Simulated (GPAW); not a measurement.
The system is NaF (Villiaumite).

```
Na F
1.0
     0.00000    2.32000    2.32000
     2.32000    0.00000    2.32000
     2.32000    2.32000    0.00000
Na F
1 1
Cartesian
  0.0000 0.0000 0.0000
  2.3200 2.3200 2.3200
```

Base run:

```yaml
Program: GPAW 26.7.0
Functional: LDA
Potentials_or_basis: the program's PAW data sets (release 1.2.1) made for this functional
Cutoff: 800 eV
Basis: pw
k_mesh: 10 × 10 × 10
Occupations: fermi-dirac, width 0.05 eV
Spin: no spin polarisation
```

Its results: band gap on the k mesh 5.94 eV, direct; pressure -5.3 GPa.

Question: After a change of settings the same cell gave: band gap on the k mesh 6.60 eV, direct; pressure 3.7 GPa. Which change was it?
A. functional from LDA to r2SCAN; potentials or basis from the program's PAW data sets (release 1.2.1) made for this functional to GPAW PAW data sets (gpaw-data 1.2.1)
B. functional from LDA to PW91; potentials or basis from the program's PAW data sets (release 1.2.1) made for this functional to PAW data sets generated in the run's folder for this functional
C. functional from LDA to AM05; potentials or basis from the program's PAW data sets (release 1.2.1) made for this functional to PAW data sets generated in the run's folder for this functional
D. functional from LDA to revPBE

Answer: D.

revPBE binds less tightly than LDA, so the same cell stands under more pressure.
